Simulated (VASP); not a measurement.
Wanted: the native input for a VASP 6.6.1 run.

```yaml
Task: G0W0 quasiparticle levels
Functional: PBEsol
Potentials_or_basis: VASP PAW PBE potentials, release 64 (Cd_GW, S_GW)
Cutoff: 450 eV
k_mesh: 4 × 4 × 2
Occupations: gaussian, width 0.01 eV
Spin: no spin polarisation
Cutoff_of_the_response_function: 120
Frequency_points: 64
Empty_bands: 299
GW_scheme: G0W0
GW_iterations: 1
Further_INCAR_settings: ALGO = EVGW0; EDIFF = 1e-08; NBANDS = 317
```

CdS (Greenockite):

```
Cd S
1.0
     4.15000    0.00000    0.00000
    -2.07500    3.59401    0.00000
     0.00000    0.00000    6.73700
Cd S
2 2
Direct
  0.66667 0.33333 0.50000
  0.33333 0.66667 0.00000
  0.66667 0.33333 0.87500
  0.33333 0.66667 0.37500
```

The input as run:

POSCAR

```
CdS
1.0
    4.1500000000      0.0000000000      0.0000000000
   -2.0750000000      3.5940054257      0.0000000000
    0.0000000000      0.0000000000      6.7370000000
Cd S
2 2
Direct
    0.6666666667      0.3333333333      0.5000000000
    0.3333333333      0.6666666667      0.0000000000
    0.6666666667      0.3333333333      0.8750000000
    0.3333333333      0.6666666667      0.3750000000
```

INCAR.step1

```
ALGO = Fast ; EDIFF = 1E-8
ENCUT = 450 ; GGA = PS
ISMEAR = 0 ; LASPH = T
LCHARG = F ; LREAL = F
LWAVE = T ; NELM = 100
PREC = Accurate ; SIGMA = 0.01
```

INCAR.step2

```
ALGO = Exact ; EDIFF = 1E-8
ENCUT = 450 ; GGA = PS
ISMEAR = 0 ; ISTART = 1
LASPH = T ; LCHARG = F
LOPTICS = T ; LREAL = F
LWAVE = T ; NBANDS = 317
NELM = 1 ; PREC = Accurate
SIGMA = 0.01
```

INCAR.step3

```
ALGO = EVGW0 ; EDIFF = 1E-8
ENCUT = 450 ; ENCUTGW = 120
GGA = PS ; ISMEAR = 0
ISTART = 1 ; LASPH = T
LCHARG = F ; LREAL = F
LWAVE = F ; NBANDS = 317
NBANDSGW = 26 ; NELMGW = 1
NOMEGA = 64 ; PREC = Accurate
PRECFOCK = Fast ; SIGMA = 0.01
```

KPOINTS

```
k-points
0
Gamma
  4 4 2
```

Potentials or basis: VASP PAW PBE potentials, release 64 (Cd_GW, S_GW).

Run with:

```sh
$ cat potpaw_PBE.64/Cd_GW/POTCAR potpaw_PBE.64/S_GW/POTCAR > POTCAR
$ cp INCAR.step1 INCAR
$ mpirun -np 1 vasp_std > vasp.out
$ cp INCAR.step2 INCAR
$ mpirun -np 1 vasp_std > vasp.out
$ cp INCAR.step3 INCAR
$ mpirun -np 1 vasp_std > vasp.out
```

It gave:

| Property | Result |
| --- | --- |
| Band gap on the k mesh, mean-field level | 1.05 eV, direct |
| Quasiparticle gap | 1.91 eV |
| Least direct quasiparticle gap | 1.91 eV |

Caveat: the k mesh is coarse (spacing up to 0.47 Å⁻¹), so the values aren't converged; bands, screening cutoff and mesh are small and nothing is extrapolated, so the quasiparticle values aren't converged.

Wall time 24 min on 1 thread of Intel(R) Xeon(R) Platinum 8488C (Sapphire Rapids), on a shared host, peak memory 1.1 GiB.
